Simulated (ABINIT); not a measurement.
Write the native input for ABINIT 10.8.3 (patched build) that does the following.

- Task: single point
- Functional: RPBE
- Potentials or basis: JTH PAW PBE v2.0
- Cutoff: 707 eV
- k mesh: 8 × 8 × 5
- Occupations: fermi-dirac, width 0.05 eV
- Spin: no spin polarisation
- Fine-grid cutoff: 1306.15 eV

Crystal: ZnS (Wurtzite-2H).

```
CELL_PARAMETERS angstrom
3.81100 0.00000 0.00000
-1.90550 3.30042 0.00000
0.00000 0.00000 6.23400
ATOMIC_POSITIONS crystal
Zn 0.66667 0.33333 0.50000
Zn 0.33333 0.66667 0.00000
S 0.66667 0.33333 0.88500
S 0.33333 0.66667 0.38500
```

One way to write it, as run:

run.abi

```
# Pseudopotentials
pp_dirpath "./"
pseudos "Zn.GGA_PBE-JTH.xml, S.GGA_PBE-JTH.xml"

# Structure
acell 3*1.0 Angstrom
rprim
     3.8110000000     0.0000000000     0.0000000000
    -1.9055000000     3.3004228138     0.0000000000
     0.0000000000     0.0000000000     6.2340000000
ntypat 2
znucl 30 16
natom 4
typat 1 1 2 2
xred
     0.6666666667     0.3333333333     0.5000000000
     0.3333333333     0.6666666667     0.0000000000
     0.6666666667     0.3333333333     0.8850000000
     0.3333333333     0.6666666667     0.3850000000

# Plane-wave basis
ecut 26.0
pawecutdg 48.0
pawxcdev 0

# k points
kptopt 1
ngkpt 8 8 5
nshiftk 1
shiftk 0.0 0.0 0.0

# Exchange and correlation
ixc 15

# Bands and occupations
nband 22
occopt 3
tsmear 0.05 eV

# SCF cycle
nstep 100
tolvrs 1.0e-9

# Output
iomode 3
prtwf 0
prtden 0
prteig 0
prtebands 0
```

Potentials or basis: JTH PAW PBE v2.0.

Launch:

```console
$ abinit run.abi > log 2>&1
```

It gave:

* Pressure: 4.8 GPa
* Largest force: 0.327 eV/Å
* Band gap on the k mesh: 2.40 eV, direct
* Valence electrons inside the program's atomic spheres: Zn 10.80, 10.79; S 3.63, 3.62

Caveat: the PAW data sets were made with another functional, which shifts forces and pressure a little.

Run time: 2.8 min on 1 thread of Arm Neoverse V2, with other jobs on the host, peak memory 0.19 GiB.
